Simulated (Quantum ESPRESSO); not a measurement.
Wanted: the native input for a Quantum ESPRESSO 7.5 run.

```yaml
Task: single point
Functional: PBE
Potentials_or_basis: SSSP 1.3 efficiency PBE
Cutoff: 816 eV
Density_cutoff: 5987 eV
k_mesh: 5 × 8 × 4
Occupations: fermi-dirac, width 0.05 eV
Spin: no spin polarisation
Mixing_beta: 0.5
Most_SCF_iterations: 120
SCF_threshold: 2.4e-09 Ry
```

HfO2:

```
CELL_PARAMETERS angstrom
5.55640 0.00000 0.00000
0.00000 3.33360 0.00000
0.00000 0.00000 6.50500
ATOMIC_POSITIONS crystal
Hf 0.74868 0.75000 0.60787
Hf 0.25132 0.25000 0.39213
Hf 0.24868 0.75000 0.89213
Hf 0.75132 0.25000 0.10787
O 0.63950 0.25000 0.42340
O 0.36050 0.75000 0.57660
O 0.13950 0.25000 0.07660
O 0.86050 0.75000 0.92340
O 0.52079 0.25000 0.84145
O 0.47921 0.75000 0.15855
O 0.02079 0.25000 0.65855
O 0.97921 0.75000 0.34145
```

Measurements of this composition are mostly on another form, of space group No. 14.

One way to write it, as run:

pw.in

```
&CONTROL
  calculation = 'scf'
  prefix = 'pwscf'
  outdir = './tmp'
  pseudo_dir = './pseudo'
  tprnfor = .true.
  tstress = .true.
  disk_io = 'low'
/
&SYSTEM
  ibrav = 0
  celldm(1) = 8
  nat = 12
  ntyp = 2
  ecutwfc = 60
  ecutrho = 440
  nbnd = 62
  occupations = 'smearing'
  smearing = 'fd'
  degauss = 0.00367493
/
&ELECTRONS
  conv_thr = 2.4d-09
  electron_maxstep = 120
  mixing_beta = 0.5
/
ATOMIC_SPECIES
Hf   178.4900 Hf-sp.oncvpsp.upf
O     15.9990 O.pbe-n-kjpaw_psl.0.1.UPF
CELL_PARAMETERS alat
  1.3125080987800   0.0000000000000   0.0000000000000
  0.0000000000000   0.7874481674843   0.0000000000000
  0.0000000000000   0.0000000000000   1.5365823740075
ATOMIC_POSITIONS crystal
Hf     0.7486820000    0.7500000000    0.6078710000
Hf     0.2513180000    0.2500000000    0.3921290000
Hf     0.2486820000    0.7500000000    0.8921290000
Hf     0.7513180000    0.2500000000    0.1078710000
O      0.6394990000    0.2500000000    0.4234000000
O      0.3605010000    0.7500000000    0.5766000000
O      0.1394990000    0.2500000000    0.0766000000
O      0.8605010000    0.7500000000    0.9234000000
O      0.5207940000    0.2500000000    0.8414530000
O      0.4792060000    0.7500000000    0.1585470000
O      0.0207940000    0.2500000000    0.6585470000
O      0.9792060000    0.7500000000    0.3414530000
K_POINTS automatic
5 8 4 0 0 0
```

pp_density.in

```
&INPUTPP
  prefix = 'pwscf'
  outdir = './tmp'
  filplot = 'density.dat'
  plot_num = 0
/
&PLOT
  nfile = 1
  filepp(1) = 'density.dat'
  iflag = 3
  output_format = 6
  fileout = 'density.cube'
/
```

pp_potential.in

```
&INPUTPP
  prefix = 'pwscf'
  outdir = './tmp'
  filplot = 'potential.dat'
  plot_num = 11
/
&PLOT
  nfile = 1
  filepp(1) = 'potential.dat'
  iflag = 3
  output_format = 6
  fileout = 'potential.cube'
/
```

Potentials or basis: SSSP 1.3 efficiency PBE.

The run is started by

```sh
$ OMP_NUM_THREADS=1 mpirun -n 2 pw.x -nk 2 -in pw.in > pw.out
$ OMP_NUM_THREADS=1 mpirun -n 1 pp.x -in pp_density.in > pp_density.out
$ OMP_NUM_THREADS=1 mpirun -n 1 pp.x -in pp_potential.in > pp_potential.out
```

It gave:

```
Pressure               : 1.2 GPa
Largest force          : 0.022 eV/Å
Band gap on the k mesh : 3.44 eV, direct
```

Caveat: spin-orbit coupling is left out, which moves the levels of the heavy elements; an odd mesh through Γ misses points on the zone boundary, where band edges often lie.

It took 4.1 min on 2 MPI ranks on Arm Neoverse V2, with other jobs on the host, peak memory 0.74 GiB a rank.
